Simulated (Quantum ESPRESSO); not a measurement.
# Pb (Fm-3m) in Quantum ESPRESSO: a series of runs, part 2 of 4

Quantum ESPRESSO 7.5.

### 3 Phonons, vdW-DF-cx

File pw.in:

```
&CONTROL
  calculation = 'scf'
  prefix = 'pwscf'
  outdir = './tmp'
  pseudo_dir = './pseudo'
  tprnfor = .true.
  tstress = .true.
  disk_io = 'low'
/
&SYSTEM
  ibrav = 0
  nat = 1
  ntyp = 1
  ecutwfc = 56
  nbnd = 13
  input_dft = 'vdw-df-cx'
  occupations = 'smearing'
  smearing = 'mv'
  degauss = 0.01469973
/
&ELECTRONS
  conv_thr = 2d-10
  electron_maxstep = 120
  mixing_beta = 0.5
/
ATOMIC_SPECIES
Pb   207.2000 Pb.upf
CELL_PARAMETERS angstrom
   0.0000000000    2.4750200000    2.4750200000
   2.4750200000    0.0000000000    2.4750200000
   2.4750200000    2.4750200000    0.0000000000
ATOMIC_POSITIONS crystal
Pb     0.0000000000    0.0000000000    0.0000000000
K_POINTS automatic
9 9 9 0 0 0
```

File relax.in:

```
&CONTROL
  calculation = 'vc-relax'
  prefix = 'pwscf'
  outdir = './tmp'
  pseudo_dir = './pseudo'
  tprnfor = .true.
  tstress = .true.
  disk_io = 'low'
  nstep = 40
  forc_conv_thr = 0.0001
  etot_conv_thr = 1d-06
/
&SYSTEM
  ibrav = 0
  nat = 1
  ntyp = 1
  ecutwfc = 56
  nbnd = 13
  input_dft = 'vdw-df-cx'
  occupations = 'smearing'
  smearing = 'mv'
  degauss = 0.01469973
/
&ELECTRONS
  conv_thr = 2d-10
  electron_maxstep = 120
  mixing_beta = 0.5
/
&IONS
  ion_dynamics = 'bfgs'
/
&CELL
  cell_dynamics = 'bfgs'
  press = 0
  press_conv_thr = 0.2
/
ATOMIC_SPECIES
Pb   207.2000 Pb.upf
CELL_PARAMETERS angstrom
   0.0000000000    2.4750200000    2.4750200000
   2.4750200000    0.0000000000    2.4750200000
   2.4750200000    2.4750200000    0.0000000000
ATOMIC_POSITIONS crystal
Pb     0.0000000000    0.0000000000    0.0000000000
K_POINTS automatic
9 9 9 0 0 0
```

File scf2.in:

```
&CONTROL
  calculation = 'scf'
  prefix = 'pwscf'
  outdir = './tmp'
  pseudo_dir = './pseudo'
  tprnfor = .true.
  tstress = .true.
  disk_io = 'low'
/
&SYSTEM
  ibrav = 0
  nat = 1
  ntyp = 1
  ecutwfc = 56
  nbnd = 13
  input_dft = 'vdw-df-cx'
  occupations = 'smearing'
  smearing = 'mv'
  degauss = 0.01469973
/
&ELECTRONS
  conv_thr = 1d-13
  electron_maxstep = 120
  mixing_beta = 0.5
  startingpot = 'file'
  startingwfc = 'file'
/
ATOMIC_SPECIES
Pb   207.2000 Pb.upf
CELL_PARAMETERS angstrom
   0.0000000000    2.4711982051    2.4711982051
   2.4711982051    0.0000000000    2.4711982051
   2.4711982051    2.4711982051    0.0000000000
ATOMIC_POSITIONS crystal
Pb     0.0000000000    0.0000000000    0.0000000000
K_POINTS automatic
9 9 9 0 0 0
```

File ph.in:

```
phonons of Pb
&INPUTPH
  prefix = 'pwscf'
  outdir = './tmp'
  tr2_ph = 1d-18
  fildyn = 'dyn'
  niter_ph = 90
  alpha_mix(1) = 0.4
/
0.3535533906 0.3535533906 0.3535533906
```

Potentials or basis: PseudoDojo 0.4.1 SR PBE standard.

Started as:

```sh
OMP_NUM_THREADS=1 mpirun -n 4 pw.x -nk 4 -in pw.in > pw.out
OMP_NUM_THREADS=1 mpirun -n 4 pw.x -nk 4 -in relax.in > relax.out
OMP_NUM_THREADS=1 mpirun -n 4 pw.x -nk 4 -in scf2.in > scf2.out
OMP_NUM_THREADS=1 mpirun -n 4 ph.x -nk 4 -in ph.in > ph.out
```

pw.out:

```text
This program is part of the open-source Quantum ESPRESSO suite
     for quantum simulation of materials; please cite
         "P. Giannozzi et al., J. Phys.:Condens. Matter 21 395502 (2009);
         "P. Giannozzi et al., J. Phys.:Condens. Matter 29 465901 (2017);
         "P. Giannozzi et al., J. Chem. Phys. 152 154105 (2020);
     in publications or presentations arising from this work. More details at

     IMPORTANT: XC functional enforced from input :
     Exchange-correlation= VDW-DF-CX
                           (   1   4  27   0   1   0   0)
     Any further DFT definition will be discarded
     Please, verify this is what you really want

     Message from routine setup:
     using ibrav=0 with symmetry is DISCOURAGED, use correct ibrav instead

     K-points division:     npool     =       4
     Subspace diagonalization in iterative solution of the eigenvalue problem:
     a serial algorithm will be used

     G-vector sticks info
     --------------------
     sticks:   dense  smooth     PW     G-vecs:    dense   smooth      PW
     Sum         673     673    211                11575    11575    1989

     Using Slab Decomposition

     bravais-lattice index     =            0
     lattice parameter (alat)  =       6.6144  a.u.
     unit-cell volume          =     204.6269 (a.u.)^3
     number of atoms/cell      =            1
     number of atomic types    =            1
     number of electrons       =        14.00
     number of Kohn-Sham states=           13
     kinetic-energy cutoff     =      56.0000  Ry
     charge density cutoff     =     224.0000  Ry
     scf convergence threshold =      2.0E-10
     mixing beta               =       0.5000
     number of iterations used =            8  plain     mixing
     Exchange-correlation= VDW-DF-CX
                           (   1   4  27   0   1   0   0)

     celldm(1)=   6.614432  celldm(2)=   0.000000  celldm(3)=   0.000000
     celldm(4)=   0.000000  celldm(5)=   0.000000  celldm(6)=   0.000000

     crystal axes: (cart. coord. in units of alat)
               a(1) = (   0.000000   0.707107   0.707107 )
               a(2) = (   0.707107   0.000000   0.707107 )
               a(3) = (   0.707107   0.707107   0.000000 )

     reciprocal axes: (cart. coord. in units 2 pi/alat)
               b(1) = ( -0.707107  0.707107  0.707107 )
               b(2) = (  0.707107 -0.707107  0.707107 )
               b(3) = (  0.707107  0.707107 -0.707107 )

     PseudoPot. # 1 for Pb read from file:
     Pb.upf
     Pseudo is Norm-conserving + core correction, Zval = 14.0
     Generated using ONCVPSP code by D. R. Hamann
     Using radial grid of 1678 points,  6 beta functions with:
                l(1) =   0
                l(2) =   0
                l(3) =   1
                l(4) =   1
                l(5) =   2
                l(6) =   2

     atomic species   valence    mass     pseudopotential
     Pb               14.00   207.20000     Pb( 1.00)

     48 Sym. Ops., with inversion, found

   Cartesian axes

     site n.     atom                  positions (alat units)
         1        Pb     tau(   1) = (   0.0000000   0.0000000   0.0000000  )

     number of k points=    35  Marzari-Vanderbilt smearing, width (Ry)=  0.0147
                       cart. coord. in units 2pi/alat
        k(    1) = (   0.0000000   0.0000000   0.0000000), wk =   0.0027435
        k(    2) = (   0.0785674   0.0785674  -0.0785674), wk =   0.0219479
        k(    3) = (   0.1571348   0.1571348  -0.1571348), wk =   0.0219479
        k(    4) = (   0.2357023   0.2357023  -0.2357023), wk =   0.0219479
        k(    5) = (   0.3142697   0.3142697  -0.3142697), wk =   0.0219479
        k(    6) = (   0.1571348   0.0000000  -0.0000000), wk =   0.0164609
[... 27 lines left out ...]
        k(   34) = (  -0.0000000  -0.4714045   0.6285394), wk =   0.0658436
        k(   35) = (  -0.0785674  -0.3928371   0.7071068), wk =   0.0658436

     Dense  grid:    11575 G-vectors     FFT dimensions: (  32,  32,  32)

     Initial potential from superposition of free atoms

     starting charge      13.9979, renormalised to      14.0000

     %%%%%%%%%%%%%%%%%%%%%%%%%%%%%%%%%%%%%%%%%%%%%%%%%%%%%%%%%%%%%%%%%%%%%%%%
     %                                                                      %
     % You are using vdW-DF, which was implemented by the Thonhauser group. %
     % Please cite the following two papers that made this development      %
     % possible and the two reviews that describe the various versions:     %
     %                                                                      %
     %   T. Thonhauser et al., PRL 115, 136402 (2015).                      %
     %   T. Thonhauser et al., PRB 76, 125112 (2007).                       %
     %   K. Berland et al., Rep. Prog. Phys. 78, 066501 (2015).             %
     %   D.C. Langreth et al., J. Phys.: Condens. Matter 21, 084203 (2009). %
     %                                                                      %
     % If you are calculating stress with vdW-DF, please also cite:         %
     %                                                                      %
     %   R. Sabatini et al., J. Phys.: Condens. Matter 24, 424209 (2012).   %
     %                                                                      %
     %%%%%%%%%%%%%%%%%%%%%%%%%%%%%%%%%%%%%%%%%%%%%%%%%%%%%%%%%%%%%%%%%%%%%%%%

     %%%%%%%%%%%%%%%%%%%%%%%%%%%%%%%%%%%%%%%%%%%%%%%%%%%%%%%%%%%%%%%%%%%%%%%%
     %                                                                      %
     %  vdW-DF NEWS:                                                        %
     %                                                                      %
     %  * vdW-DF3 is now available. DOI: 10.1021/acs.jctc.0c00471           %
     %    use with input_dft = 'vdW-DF3-opt1' or 'vdW-DF3-opt2'             %
     %                                                                      %
     %  * Unscreened and range-separated hybrid vdW-DF-cx functionals       %
     %    DOI: 10.1063/1.4986522 and 10.1088/1361-648X/ac2ad2               %
     %    use with input_dft = 'vdW-DF-cx0'    and 'vdW-DF-ahcx'            %
     %  * Unscreened and range-separated hybrid vdW-DF2-b86r functionals    %
     %    DOI: 10.1063/1.4986522 and DOI: 10.1103/PhysRevX.12.041003        %
     %    use with input_dft = 'vdW-DF2-br0' and 'vdW-DF2-ahbr'             %
     %                                                                      %
     %%%%%%%%%%%%%%%%%%%%%%%%%%%%%%%%%%%%%%%%%%%%%%%%%%%%%%%%%%%%%%%%%%%%%%%%

     Starting wfcs are    9 randomized atomic wfcs +    4 random wfcs

     Self-consistent Calculation

     iteration #  1     ecut=    56.00 Ry     beta= 0.50
     Davidson diagonalization with overlap
     ethr =  1.00E-02,  avg # of iterations =  4.8

     Threshold (ethr) on eigenvalues was too large:
     Diagonalizing with lowered threshold

     Davidson diagonalization with overlap
     ethr =  2.81E-05,  avg # of iterations =  7.1

     total energy              =    -140.64544444 Ry
     estimated scf accuracy    <       0.00420737 Ry

     iteration #  2     ecut=    56.00 Ry     beta= 0.50
     Davidson diagonalization with overlap
     ethr =  3.01E-05,  avg # of iterations =  2.0

     total energy              =    -140.64611316 Ry
     estimated scf accuracy    <       0.00012112 Ry

     iteration #  3     ecut=    56.00 Ry     beta= 0.50
     Davidson diagonalization with overlap
     ethr =  8.65E-07,  avg # of iterations =  3.6

     total energy              =    -140.64614438 Ry
     estimated scf accuracy    <       0.00001300 Ry
[... 12 lines left out ...]
     total energy              =    -140.64614538 Ry
     estimated scf accuracy    <       0.00000002 Ry

     iteration #  6     ecut=    56.00 Ry     beta= 0.50
     Davidson diagonalization with overlap
     ethr =  1.23E-10,  avg # of iterations =  2.1

     total energy              =    -140.64614538 Ry
     estimated scf accuracy    <          1.8E-09 Ry

     iteration #  7     ecut=    56.00 Ry     beta= 0.50
     Davidson diagonalization with overlap
     ethr =  1.31E-11,  avg # of iterations =  1.6

     End of self-consistent calculation

          k = 0.0000 0.0000 0.0000 (  1459 PWs)   bands (ev):

    -5.7436  -5.7436  -5.7436  -5.6016  -5.6016  -0.5199  18.6074  18.6074
    18.6074  21.4392  22.6654  23.8068  23.8068

          k = 0.0786 0.0786-0.0786 (  1435 PWs)   bands (ev):

    -5.7442  -5.7270  -5.7270  -5.6017  -5.6017  -0.2829  16.2773  18.3251
    18.3251  20.9342  23.6877  24.3153  24.3153

          k = 0.1571 0.1571-0.1571 (  1429 PWs)   bands (ev):

    -5.7494  -5.7072  -5.7072  -5.5789  -5.5789   0.4260  12.8279  17.7311
    17.7311  20.5107  23.4148  24.0199  24.0199

          k = 0.2357 0.2357-0.2357 (  1441 PWs)   bands (ev):

    -5.7611  -5.7168  -5.7168  -5.5195  -5.5195   1.5619   9.7221  17.1702
    17.1702  20.3898  22.0695  23.0756  23.0756
[... 143 lines left out ...]
    -5.8533  -5.7815  -5.5237  -5.4823  -5.4420   4.1562   8.7949  12.2168
    12.5568  18.6078  19.6775  27.5091  29.7259

          k =-0.0000-0.4714 0.6285 (  1451 PWs)   bands (ev):

    -5.8073  -5.7346  -5.5619  -5.5341  -5.4434   4.4954   8.9696  10.4807
    12.7802  19.3252  22.0939  26.5104  26.7553

          k =-0.0786-0.3928 0.7071 (  1452 PWs)   bands (ev):

    -5.7353  -5.7216  -5.6399  -5.5481  -5.4427   4.3788   9.4504  10.3982
    12.0600  21.6090  22.8246  23.7912  25.8527

     the Fermi energy is    11.0754 ev

!    total energy              =    -140.64614538 Ry
     estimated scf accuracy    <          1.6E-10 Ry
     smearing contrib. (-TS)   =       0.00044570 Ry
     internal energy E=F+TS    =    -140.64659108 Ry

     The total energy is F=E-TS. E is the sum of the following terms:
     one-electron contribution =     -29.84570834 Ry
     hartree contribution      =      25.10793935 Ry
     xc contribution           =     -39.84170196 Ry
     ewald contribution        =     -96.06712013 Ry

     convergence has been achieved in   7 iterations

     Forces acting on atoms (cartesian axes, Ry/au):

     atom    1 type  1   force =     0.00000000    0.00000000    0.00000000

     Total force =     0.000000     Total SCF correction =     0.000000

     Computing stress (Cartesian axis) and pressure

          total   stress  (Ry/bohr**3)                   (kbar)     P=       -2.18
  -0.00001479   0.00000000   0.00000000           -2.18        0.00        0.00
   0.00000000  -0.00001479   0.00000000            0.00       -2.18        0.00
   0.00000000   0.00000000  -0.00001479            0.00        0.00       -2.18

=------------------------------------------------------------------------------=
   JOB DONE.
=------------------------------------------------------------------------------=
```

Run time: 98 s. Hardware: 4 MPI ranks of Arm Neoverse V2, shared host; peak memory 0.48 GiB.

What came out:

| Quantity | Value |
| --- | --- |
| Free energy | -1913.5884 eV |
| Relaxed volume | 30.18 Å³/atom |
| Relaxed cell | a = 3.495 Å, b = 3.495 Å, c = 3.495 Å, α = 60.00°, β = 60.00°, γ = 60.00° |
| Space group after relaxing (to 0.05 Å) | Fm-3m (No. 225) |
| Pressure after relaxing | 0.0 GPa |
| Band gap on the k mesh | none (metal or under the smearing width) |
| Highest phonon frequency at the q point run | 62 cm⁻¹ |

Final structure:
```
CELL_PARAMETERS angstrom
0.00000 2.47120 2.47120
2.47120 0.00000 2.47120
2.47120 2.47120 0.00000
ATOMIC_POSITIONS crystal
Pb 0.00000 0.00000 0.00000
```

Phonon frequencies in cm⁻¹ (negative: imaginary):
| q point | frequencies |
| --- | --- |
| (0.500, 0.500, 0.500) | 21 21 62 |

Phonon modes at q = (0.500, 0.500, 0.500) in reciprocal lattice units:
```csv
mode,symmetry,cm⁻¹
1,E_u,21
2,E_u,21
3,A_2u,62
```

Caveat: the potentials were made for another functional, which shifts forces and pressure; the q point doesn't lie on the k mesh, which can shift a metal's frequencies strongly unless the mesh is converged. The run has no spin-orbit coupling, so splittings on Pb are missing.

(Continued in part 3 of 4.)
